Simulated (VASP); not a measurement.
## HfS2: relaxation of shape and atoms at fixed volume with PBE+D3(BJ)

The system is HfS2.

```
Hf S
1.0
     3.55072    0.00000    0.00000
    -1.77536    3.07501    0.00000
     0.00000    0.00000    5.68741
Hf S
1 2
Direct
  0.00000 0.00000 0.00000
  0.66667 0.33333 0.74789
  0.33333 0.66667 0.25211
```

The cell is a database's computed one.

The cell isn't the ideal one: a relaxed cell with its volume scaled by 0.96.

* Program: VASP 6.6.1
* Task: relaxation of shape and atoms at fixed volume
* Functional: PBE
* Dispersion: D3(BJ)
* Potentials or basis: VASP PAW PBE potentials, release 64 (Hf_pv, S)
* Cutoff: 600 eV
* k mesh: 9 × 9 × 5
* Occupations: gaussian, width 0.03 eV
* Spin: no spin polarisation
* Further INCAR settings: ALGO = Normal; EDIFF = 1e-07; IBRION = 2; EDIFFG = -0.01; NSW = 40; ISIF = 4

- Energy gained by relaxing: 8.0 meV/atom
- Ionic steps: 5
- Pressure after relaxing: 1.6 GPa
- Largest force after relaxing: 0.004 eV/Å
- Band gap on the k mesh: 0.69 eV, indirect (least direct gap 1.71 eV)
- Dispersion energy per atom: -0.358 eV

Forces on the atoms (eV/Å):
```
Hf   0.000  0.000  0.000
S    0.000  0.000  0.004
S    0.000  0.000 -0.004
```

The path:
| step | energy change (eV) | largest force (eV/Å) | pressure (GPa) |
| --- | --- | --- | --- |
| 1 | 0.0000 | 0.5313 | 4.61 |
| 2 | -0.0188 | 0.1813 | 2.84 |
| 3 | -0.0218 | 0.0270 | 1.81 |
| 4 | -0.0238 | 0.0111 | 1.66 |
| 5 | -0.0240 | 0.0043 | 1.58 |

Final structure:
```
Hf S
1.0
     3.57363    0.00000    0.00000
    -1.78681    3.09485    0.00000
     0.00000    0.00000    5.61472
Hf S
1 2
Direct
  0.00000 0.00000 0.00000
  0.66667 0.33333 0.74022
  0.33333 0.66667 0.25978
```

Levels at points of the mesh, in eV from the valence-band top:
| k point | band 8 | band 9 | band 10 | band 11 | band 12 | band 13 | band 14 | band 15 |
| --- | --- | --- | --- | --- | --- | --- | --- | --- |
| (0.00, 0.00, 0.00) | -3.06 | -0.29 | -0.29 | 0.00 | 1.75 | 1.75 | 2.25 | 4.98 |

Run time: 78 s on 1 thread of Intel(R) Xeon(R) 6975P-C (Granite Rapids), with other jobs on the host, peak memory 0.23 GiB.

Caveat: spin-orbit coupling is left out, which moves the levels of the heavy elements; an odd mesh through Γ misses points on the zone boundary, where band edges often lie.
